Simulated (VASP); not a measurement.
Write the native input for VASP 6.6.1 that does the following.

* Task: relaxation of cell and atoms
* Functional: PBE
* Potentials or basis: VASP PAW PBE potentials, release 64 (Ca_sv, Se)
* Cutoff: 600 eV
* k mesh: 8 × 8 × 8
* Occupations: gaussian, width 0.03 eV
* Spin: no spin polarisation
* Further INCAR settings: ALGO = Normal; EDIFF = 1e-07; IBRION = 2; EDIFFG = -0.005; NSW = 90; ISIF = 3

The structure of CaSe lies in POSCAR:

```
CaSe                                    
1.0
    0.0000000000      2.9826944822      2.9826944822
    2.9826944822      0.0000000000      2.9826944822
    2.9826944822      2.9826944822      0.0000000000
  Ca              Se            
     1     1
Direct
     0.0000000000000000    0.0000000000000000    0.0000000000000000
     0.5000000000000000    0.5000000000000000    0.5000000000000000
```

These files were run (other wordings do the same):

INCAR

```
PREC     = Accurate       # precision mode
ENCUT    = 600            # plane-wave cutoff, eV
EDIFF    = 1E-7           # SCF threshold, eV
ISMEAR   = 0              # smearing method
SIGMA    = 0.03           # smearing width, eV
LREAL    = F              # projectors in reciprocal space
LASPH    = T              # aspherical terms in the spheres
NELM     = 80             # most SCF steps
ALGO     = Normal         # electronic algorithm
ISIF     = 3              # what is computed and relaxed
LWAVE    = F              # write WAVECAR
LCHARG   = F              # write CHGCAR
GGA      = PE             # functional
IBRION   = 2              # ionic algorithm
NSW      = 90             # ionic steps
EDIFFG   = -0.005         # ionic threshold
```

KPOINTS

```
Automatic mesh
0
Gamma
  8 8 8
```

Potentials or basis: VASP PAW PBE potentials, release 64 (Ca_sv, Se).

Command:

```sh
$ cat potpaw_PBE.64/Ca_sv/POTCAR potpaw_PBE.64/Se/POTCAR > POTCAR
$ mpirun -np 1 vasp_std > vasp.out
```

It gave:

The pressure after relaxing is 0.0 GPa and the band gap on the k mesh is 2.08 eV, indirect (least direct gap 2.99 eV).

Caveat: the relaxation stopped at its first step, so nothing moved.

It took 16 s on 1 thread of Intel(R) Xeon(R) 6975P-C (Granite Rapids) (shared host), peak memory 0.21 GiB.
